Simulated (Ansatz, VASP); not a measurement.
**SiC (Moissanite 3C): VASP and Ansatz over several settings**

```
Si C
1.0
     0.00000    2.17900    2.17900
     2.17900    0.00000    2.17900
     2.17900    2.17900    0.00000
Si C
1 1
Direct
  0.00000 0.00000 0.00000
  0.75000 0.75000 0.75000
```

Single points on this cell with VASP 6.6.1 and Ansatz 0.2.0. Each row is one pair of runs. Alike in all rows: spin: off; k mesh: 10 × 10 × 10; VASP's potentials, cutoff: VASP PAW PBE potentials, release 64 (Si, C), 520 eV.

```csv
level,smearing,"Ansatz's potentials, cutoff","gap on the k mesh at the Fermi level (eV), VASP","gap on the k mesh at the Fermi level (eV), Ansatz","least direct gap on the mesh (eV), VASP","least direct gap on the mesh (eV), Ansatz","pressure (GPa), VASP","pressure (GPa), Ansatz"
PBE,"fermi-dirac, width 0.05 eV","Ansatz PAW earlier set, 800 eV",1.36,1.36,4.54,4.55,3.2,3.3
PBE,"fermi-dirac, width 0.05 eV","JTH PAW, 780 eV",1.36,1.36,4.54,4.57,3.2,2.7
PBE,"fermi-dirac, width 0.05 eV","PseudoDojo stringent (PBE files), 1116 eV",1.36,1.36,4.54,4.55,3.2,3.3
PBE,"fermi-dirac, width 0.05 eV","Ansatz PAW, 420 eV",1.36,1.36,4.54,4.55,3.2,3.3
PBE,"fermi-dirac, width 0.05 eV","Ansatz NC, 1116 eV",1.36,1.35,4.54,4.54,3.2,3.4
PBE,"gaussian, width 0.015 eV","Ansatz PAW, 420 eV",1.36,1.36,4.54,4.55,3.2,3.3
PBE,"gaussian, width 0.018 eV","Ansatz PAW, 420 eV",1.36,1.36,4.54,4.55,3.2,3.3
PBE,"gaussian, width 0.025 eV","Ansatz PAW, 420 eV",?,1.36,?,4.55,?,3.3
```

Question: Fill in what VASP gave in row 8.

Answer: gap on the k mesh at the Fermi level (eV): 1.36; least direct gap on the mesh (eV): 4.54; pressure (GPa): 3.2.
